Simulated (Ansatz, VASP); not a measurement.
Two plane-wave programs on HfO2

The input POSCAR:

```
HfO2
1.0
    0.3208932858      2.7275929297      2.7275929297
    2.7275929297      0.3208932858      2.7275929297
    2.7275929297      2.7275929297      0.3208932858
Hf O
1 2
Direct
    0.0000000000      0.0000000000      0.0000000000
    0.2500000000      0.2500000000      0.2500000000
    0.7500000000      0.7500000000      0.7500000000
```

The input INCAR.step1:

```
ALGO = Normal
EDIFF = 1E-4
ENCUT = 520
GGA = PE
ISMEAR = 0
LASPH = T
LCHARG = F
LREAL = F
LWAVE = T
NBANDS = 18
NELM = 100
PREC = Accurate
SIGMA = 0.05
```

INCAR.step2

```
ALGO = Normal
EDIFF = 1E-6
ENCUT = 520
ISIF = 2
ISMEAR = 0
ISTART = 1
LASPH = T
LCHARG = F
LMIXTAU = T
LREAL = F
LWAVE = F
METAGGA = R2SCAN
NBANDS = 18
NELM = 100
PREC = Accurate
SIGMA = 0.05
```

KPOINTS

```
k-points
0
Gamma
  8 8 8
```

Input for Ansatz:

```yaml
crystal:
  lattice:
    - [0.3208932858, 2.7275929297, 2.7275929297]
    - [2.7275929297, 0.3208932858, 2.7275929297]
    - [2.7275929297, 2.7275929297, 0.3208932858]
  atoms:
    - { symbol: Hf, position: [0.0, 0.0, 0.0] }
    - { symbol: O, position: [0.25, 0.25, 0.25] }
    - { symbol: O, position: [0.75, 0.75, 0.75] }
basis:
  ecutwfc: 500
kpoints:
  mp_grid: { grid: [8, 8, 8] }
hamiltonian:
  xc: r2scan
scf:
  occupations: { method: gaussian, width: 0.05 }
output:
  forces: true
  stress: true
  eigenvalues: true
```

Alike in both runs: task single point; functional r2SCAN; k mesh 8 × 8 × 8; occupations gaussian, width 0.05 eV; no spin polarisation.

|  | VASP | Ansatz |
| --- | --- | --- |
| version | VASP 6.6.1 | Ansatz 0.2.0 |
| potentials or method | VASP PAW PBE potentials, release 64 (Hf_pv, O) | scalar-relativistic, plane waves, PAW |
| plane-wave cutoff (eV) | 520 | 500 |
| valence electrons in the cell | 22 | 38 |

```tsv
	VASP	Ansatz	Ansatz less VASP
gap on the k mesh at the Fermi level (eV)	4.46	4.45	-0.012
least direct gap on the mesh (eV)	4.46	4.45	-0.012
pressure (GPa)	-4.2	-0.5	+3.69
largest component of the traceless stress (GPa)	4.40	4.91	+0.504
rms of the force components (eV/Å)	0.105	0.165	+0.0598
```

Atom by atom the forces differ by 0.060 eV/Å (rms over components). The two sets of potentials don't hold the same shells in valence.

Caveats: the PAW data sets were made with another functional, which shifts forces and pressure a little (VASP); spin-orbit coupling is left out, which moves the levels of the heavy elements. r2SCAN opens gaps a little over a GGA but as a rule still falls short of measured ones. A k mesh can miss the band edges.
